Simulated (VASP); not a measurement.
Set up this calculation in VASP 6.6.1, as the native input.

* Task: relaxation of cell and atoms
* Functional: PBE
* Potentials or basis: VASP PAW PBE potentials, release 64 (Ta_pv)
* Cutoff: 520 eV
* k mesh: 18 × 18 × 18
* Occupations: gaussian, width 1 eV
* Spin: no spin polarisation
* Further INCAR settings: ALGO = Normal; EDIFF = 1e-07; IBRION = 2; EDIFFG = -0.002; NSW = 80; ISIF = 3

The structure of Ta lies in POSCAR:

```
Ta
1.0
   -1.6512800000      1.6512800000      1.6512800000
    1.6512800000     -1.6512800000      1.6512800000
    1.6512800000      1.6512800000     -1.6512800000
Ta
1
Direct
    0.0000000000      0.0000000000      0.0000000000
```

These files were run (other wordings do the same):

INCAR

```
SYSTEM = Ta
PREC = Accurate ; ENCUT = 520
EDIFF = 1E-7 ; ISMEAR = 0
SIGMA = 1.0 ; LREAL = .False.
LASPH = .True. ; NELM = 80
ALGO = Normal ; ISIF = 3
LWAVE = .False. ; LCHARG = .False.
GGA = PE ; IBRION = 2
NSW = 80 ; EDIFFG = -0.002
```

KPOINTS

```
Automatic mesh
0
Gamma
  18 18 18
  0 0 0
```

Potentials or basis: VASP PAW PBE potentials, release 64 (Ta_pv).

Launch:

```bash
$ cat potpaw_PBE.64/Ta_pv/POTCAR > POTCAR
$ mpirun -np 1 vasp_std > vasp.out
```

It gave:

| Property | Result |
| --- | --- |
| Relaxed volume | 18.54 Å³/atom |
| Relaxed cell | a = 2.888 Å, b = 2.888 Å, c = 2.888 Å, α = 109.47°, β = 109.47°, γ = 109.47° |
| Space group after relaxing (to 0.05 Å) | Im-3m (No. 229) |
| Energy gained by relaxing | 9.3 meV/atom |
| Ionic steps | 4 |
| Pressure after relaxing | 0.0 GPa |
| Band gap on the k mesh | none (metal or under the smearing width) |

It took 45 s on 1 thread of Intel(R) Xeon(R) Platinum 8488C (Sapphire Rapids), on a shared host, peak memory 0.17 GiB.
